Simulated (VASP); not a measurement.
# Re (Fm-3m) in VASP: notebook, part 2 of 2

VASP 6.6.1. The steps go on from the part before.

## Step 3: Single point, PBE

INCAR

```
SYSTEM = Re
PREC = Accurate
ENCUT = 520
EDIFF = 1E-6
ISMEAR = 0
SIGMA = 0.15
LREAL = .FALSE.
LASPH = .TRUE.
NELM = 100
ALGO = Normal
ISIF = 2
LWAVE = .FALSE.
LCHARG = .TRUE.
GGA = PE
LELF = .TRUE.
LVHAR = .TRUE.
NBANDS = 10
```

KPOINTS

```
regular mesh
0
G
  20 20 20
  0 0 0
```

POSCAR

```
Re
1.0
    0.0000000000      1.9750000000      1.9750000000
    1.9750000000      0.0000000000      1.9750000000
    1.9750000000      1.9750000000      0.0000000000
Re
1
Direct
    0.0000000000      0.0000000000      0.0000000000
```

Potentials or basis: VASP PAW PBE potentials, release 64 (Re).

Run with:

```sh
$ cat potpaw_PBE.64/Re/POTCAR > POTCAR
$ mpirun -np 1 vasp_std > vasp.out
```

OUTCAR:

```text
SYSTEM = Re
   PREC = Accurate
   ENCUT = 520
   EDIFF = 1E-6
   ISMEAR = 0
   LREAL = .FALSE.
   LASPH = .TRUE.
   NELM = 100
   ISIF = 2
   GGA = PE

 ion  position               nearest neighbor table
   1  0.000  0.000  0.000-

  LATTYP: Found a face centered cubic cell.
 ALAT       =     3.9500000000

  Lattice vectors:

 A1 = (   0.0000000000,   1.9750000000,   1.9750000000)
 A2 = (   1.9750000000,   0.0000000000,   1.9750000000)
 A3 = (   1.9750000000,   1.9750000000,   0.0000000000)

Analysis of symmetry for initial positions (statically):
=====================================================================
 Subroutine PRICEL returns:
 Original cell was already a primitive cell.

 Routine SETGRP: Setting up the symmetry group for a
 face centered cubic supercell.

 Subroutine GETGRP returns: Found 48 space group operations
 (whereof 48 operations were pure point group operations)
 out of a pool of 48 trial point group operations.

The static configuration has the point symmetry O_h .

Analysis of symmetry for dynamics (positions and initial velocities):
=====================================================================
 Subroutine PRICEL returns:
 Original cell was already a primitive cell.

 Routine SETGRP: Setting up the symmetry group for a
 face centered cubic supercell.

 Subroutine GETGRP returns: Found 48 space group operations
 (whereof 48 operations were pure point group operations)
 out of a pool of 48 trial point group operations.

The dynamic configuration has the point symmetry O_h .

 Subroutine INISYM returns: Found 48 space group operations
 (whereof 48 operations are pure point group operations),
 and found     1 'primitive' translations

----------------------------------------------------------------------------------------

                                     Primitive cell

  volume of cell :      15.4075

[... 105 lines left out ...]
     AMIX     =   0.40;   BMIX     =  1.00
     AMIX_MAG =   1.60;   BMIX_MAG =  1.00
  volume/ion in A,a.u.               =      15.41       103.97
  Fermi-wavevector in a.u.,A,eV,Ry     =   1.258531  2.378278 21.550255  1.583899
  Thomas-Fermi vector in A             =   2.392135
   LORBIT       =      0    0 simple, 1 ext, 2 COOP (PROOUT), +10 PAW based schemes
   GGA     = PE    functional components
   LHFCALC =     F    Hartree Fock is set to
   AEXX    =    0.0000 exact exchange contribution
   IVDW    =     0    specifies the selected vdW correction
   LEPSILON=     F    determine dielectric tensor
   LRPA    =     F    only Hartree local field effects (RPA)
 non-spin polarized calculation
 Gauss-broadening in eV      SIGMA  =   0.15
  energy-cutoff  :      520.00
  volume of cell :       15.41
 maximum number of plane-waves:       428
 NGX is ok and might be reduce to    24
   NGX = 11   NGY = 11   NGZ = 11

 number of electron       7.0000000 magnetization

 Free energy of the ion-electron system (eV)
  ---------------------------------------------------
  ext. energy  EPLUGINS =         0.00000000
  ---------------------------------------------------
  free energy    TOTEN  =       -12.35488004 eV

  energy without entropy =      -12.34492454  energy(sigma->0) =      -12.34990229

 E-fermi :   7.5988     XC(G=0): -13.4780

 val. band max:        7.5960439048   @ k =   0.3000   0.2000   0.0000
 cond. band min:       7.6023672182   @ k =  -0.4500   0.2500   0.0000
 fundamental gap:      0.0063233134
 Fermi energy:         7.5987873802

 k-point     1 :       0.0000    0.0000    0.0000
  band No.  band energies     occupation
      1      -2.2194      2.00000
      2       5.7934      2.00000
      3       5.7935      2.00000
      4       5.7935      2.00000
      5       8.7656      0.00000
      6       8.7656      0.00000
      7      21.4554      0.00000
      8      26.8539      0.00000
      9      26.8539      0.00000
     10      26.8539      0.00000
[... 287 lines left out ...]
 k-point    24 :      -0.3500    0.0500    0.0000
  band No.  band energies     occupation
      1       1.0292      2.00000
      2       5.7763      2.00000
      3       5.9113      2.00000
      4       5.9600      2.00000
      5       9.8724      0.00000
      6      10.7102      0.00000
      7      18.9646      0.00000
      8      22.5785      0.00000
      9      28.2806      0.00000
     10      29.8648      0.00000

 [... further k-points ...]
[... 5 lines left out ...]
  --------------------------------------------------------------------------------------
  -------------------------------------------------------------------------------------
  Total       -0.9473508     -0.9473508     -0.9473508     -0.0000000     -0.0000000      0.0000000
  in kB      -98.5122253    -98.5122253    -98.5122253     -0.0000000     -0.0000000      0.0000000
  external PRESSURE =     -98.5122253 kB  Pullay stress =       0.0000000 kB

 VOLUME and BASIS-vectors are now :
 -----------------------------------------------------------------------------
  energy-cutoff  :      520.00
  volume of cell :       15.41
      direct lattice vectors                 reciprocal lattice vectors
     0.000000000  1.975000000  1.975000000    -0.253164557  0.253164557  0.253164557
     1.975000000  0.000000000  1.975000000     0.253164557 -0.253164557  0.253164557
     1.975000000  1.975000000  0.000000000     0.253164557  0.253164557 -0.253164557

 POSITION                                       TOTAL-FORCE (eV/Angst)
 -----------------------------------------------------------------------------------
      0.00000      0.00000      0.00000        -0.000000      0.000000      0.000000
 -----------------------------------------------------------------------------------
    total drift:                               -0.000000      0.000000     -0.000000

  FREE ENERGIE OF THE ION-ELECTRON SYSTEM (eV)
  ---------------------------------------------------
  free  energy   TOTEN  =       -12.3548800399 eV

  energy  without entropy=      -12.3449245402  energy(sigma->0) =      -12.34990229
```

stdout:

```text
POSCAR found type information on POSCAR Re
 POSCAR found :  1 types and       1 ions
 scaLAPACK will be used
 LDA part: xc-table for (Slater+PW92), standard interpolation
 POSCAR, INCAR and KPOINTS ok, starting setup
 FFT: planning ... GRIDC
 FFT: planning ... GRID_SOFT
 FFT: planning ... GRID
 WAVECAR not read
 entering main loop
```

Run time: 13 s. Hardware: 1 thread of Intel Xeon 6975P-C (Granite Rapids), shared host; peak memory 0.17 GiB.

Results:

- Free energy: -12.3549 eV
- Pressure: -9.9 GPa
- Band gap on the k mesh: none (metal or under the smearing width)

Levels at points of the mesh, in eV from the Fermi level:
```
           k point  band 2  band 3  band 4  band 5  band 6  band 7
(0.00, 0.00, 0.00)   -1.81   -1.81   -1.81    1.17    1.17   13.86
(0.50, 0.00, 0.00)   -1.99   -1.99    0.14    3.54    3.54    9.30
(0.50, 0.50, 0.00)   -5.61    2.60    3.49    4.23    4.23   11.90
```

The run has no spin-orbit coupling, so splittings on Re are missing.
